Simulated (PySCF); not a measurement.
Cards and structures have been mixed up. Pair them.

Structures:
1. `Nc1ccccc1`
2. `COC(F)=C(C)C`
3. `O=Cc1ccc(S)cc1`

Card P (geometry GFN2-xTB):
* Rotational constants A, B, C: 5.685, 2.640, 1.805 GHz
* Static isotropic polarisability (CAM-B3LYP/def2-SVPD): 77.1 au
* Dipole moment (CAM-B3LYP/def2-SVPD): 1.60 D
* HOMO energy (CAM-B3LYP/def2-SVPD): -7.12 eV
* Lowest triplet excitation (Tamm–Dancoff) (TDA CAM-B3LYP/def2-SVPD): 3.96 eV
* Isotropic shieldings of nuclei other than C and H, by class (GIAO PBE0/pcSseg-1): 191 (1 N) ppm

Card Q (geometry GFN2-xTB):
- Rotational constants A, B, C: 5.035, 0.705, 0.619 GHz
- Static isotropic polarisability (PBE0/def2-SVPD): 111.5 au
- Isotropic shieldings of nuclei other than C and H, by class (GIAO PBE0/pcSseg-1): -315 (1 O), 491 (1 S) ppm
- Dipole moment (PBE0/def2-SVPD): 2.89 D
- HOMO energy (PBE0/def2-SVPD): -6.90 eV

Card R (geometry GFN2-xTB):
- Rotational constants A, B, C: 4.294, 1.943, 1.400 GHz
- Static isotropic polarisability (PBE0/def2-SVPD): 69.2 au
- Lowest singlet excitation (TDDFT PBE0/def2-SVPD): 5.76 eV (215 nm, f = 0.006)
- Strongest line among the 6 lowest singlet transitions (TDDFT PBE0/def2-SVPD): S4 at 7.01 eV (177 nm, f = 0.266)
- HOMO energy (PBE0/def2-SVPD): -6.29 eV

Each SMILES stands for a single optimised conformer of the isolated species, non-relativistic unless stated; the electronic structure was computed with PySCF and density fitting. NMR classes are plain means over equivalent atoms (diastereotopic ones count apart unless rotation or inversion swaps them), as if these changed places fast.

Question: Which card belongs to which structure?

Answer: P = 1, Q = 3, R = 2. What ties each card to its structure:
- 1 (card P), C6H7N, monoisotopic mass 93.1 u, 7 heavy atoms: an asymmetric top with C = 1.805 GHz, the highest such constant on the cards; polarisability 77.1 au for 50 electrons; dipole 1.60 D.
- 2 (card R), C5H9FO, monoisotopic mass 104.1 u, 7 heavy atoms: an asymmetric top with C = 1.400 GHz; polarisability 69.2 au for 56 electrons.
- 3 (card Q), C7H6OS, monoisotopic mass 138.0 u, 9 heavy atoms: an asymmetric top with C = 0.619 GHz, the lowest such constant on the cards; polarisability 111.5 au for 72 electrons; dipole 2.89 D.
